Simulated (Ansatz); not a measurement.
**Y under changes of volume**

One of the cells (34.024 Å³/atom); the others are scaled copies at fixed shape and fractional positions:

```xyz
4
Lattice="3.6425 0.0000 0.0000 -1.8213 3.1545 0.0000 0.0000 0.0000 11.8441" Properties=species:S:1:pos:R:3 pbc="T T T"
Y     1.8213    1.0515    8.8831
Y     0.0000    0.0000    5.9221
Y     0.0000    2.1030    2.9610
Y     0.0000    0.0000    0.0000
```

| Item | Value |
| --- | --- |
| Program | Ansatz 0.2.0 |
| Functional | PBE |
| Potentials or basis | all-electron LAPW, scalar-relativistic |
| Cutoff | 127 eV (chosen from the basis error) |
| Basis error allowed | 0.001 eV/atom |
| k mesh | 8 × 8 × 3 |
| Occupations | fermi-dirac, width 0.05 eV |
| Spin | no spin polarisation |

```tsv
volume (Å³/atom)	energy over the lowest point (meV/atom)	pressure (GPa)
31.982	?	?
32.663	0.00	-0.2
33.343	2.87	-1.0
34.024	8.86	-1.7
34.704	17.70	-2.3
35.385	29.17	-2.9
36.065	43.07	-3.5
```

Question: What does the run at 31.982 Å³/atom give?

Answer: Energy over the lowest point 0.52 meV/atom; pressure 0.6 GPa.

Worked out: A Birch-Murnaghan fit of order 3 (a polynomial in V^(-2/3)) to the other rows has its minimum at 32.42 Å³/atom, just outside them, with B0 = V·E''(V) = 39 GPa and B' = 2.9 at fixed shape and positions, which overstates the stiffness. It gives 0.49 meV/atom at 31.982 Å³/atom, against the run's 0.52, and -dE/dV = 0.5 GPa, against 0.6.

Energies are extrapolated to zero smearing.
